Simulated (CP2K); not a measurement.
Runs of CP2K 2026.2 on Y. The structure is hexagonal, space group P6_3/mmc (No. 194). The conventional cell has a = 3.647 Å, b = 3.647 Å, c = 5.731 Å, α = 90.00°, β = 90.00°, γ = 120.00°. Around Y (site symmetry -6m2) lie 12 Y at 3.56 to 3.65 Å. 

```csv
level,potentials or basis,smearing,NGRIDS,basis sets,potentials,points a segment of the path (NPOINTS),bands added on the path,gap on the mesh (eV),pressure (GPa)
LDA,GTH_POTENTIALS Y GTH-PADE-q11; TZVP-MOLOPT-PBE-GTH basis,fermi-dirac 0.0259 eV,4,Y TZVP-MOLOPT-PBE-GTH-q11,Y GTH-PADE-q11 of GTH_POTENTIALS,6,4,none,-4.1
PBE,POTENTIAL_UZH Y GTH-PBE-q11; TZVP-MOLOPT-PBE-GTH basis,fermi-dirac 0.05 eV,5,Y TZVP-MOLOPT-PBE-GTH-q11,Y GTH-PBE-q11 of POTENTIAL_UZH,6,4,none,-0.1
PBE,POTENTIAL_UZH Y GTH-PBE-q11; TZVP-MOLOPT-PBE-GTH basis,fermi-dirac 0.1 eV,5,Y TZVP-MOLOPT-PBE-GTH-q11,Y GTH-PBE-q11 of POTENTIAL_UZH,6,6,none,0.0
r2SCAN,POTENTIAL_UZH Y GTH-SCAN-q11; TZVP-MOLOPT-SCAN-GTH basis,fermi-dirac 0.01 eV,5,Y TZVP-MOLOPT-SCAN-GTH-q11,Y GTH-SCAN-q11 of POTENTIAL_UZH,10,4,none,(a)
PBEsol,POTENTIAL_UZH Y GTH-PBE-q11; TZVP-MOLOPT-PBE-GTH basis,fermi-dirac 0.0259 eV,4,Y TZVP-MOLOPT-PBE-GTH-q11,Y GTH-PBE-q11 of POTENTIAL_UZH,10,6,none,(b)
```

Alike in all rows: task band structure; no spin polarisation; cell as given; k mesh 8 × 8 × 5.

Question: Estimate the missing entries.

Answer: (a) 1.5; (b) -1.9.

Caveats: the basis of atomic orbitals isn't converged, which shifts pressures, moduli and gaps; the potentials were made for another functional, which shifts forces and pressure (some runs).

A k mesh can miss the band edges, and the runs leave out spin-orbit coupling on Y.

A gap of «none» marks a metal or a gap under the smearing width.
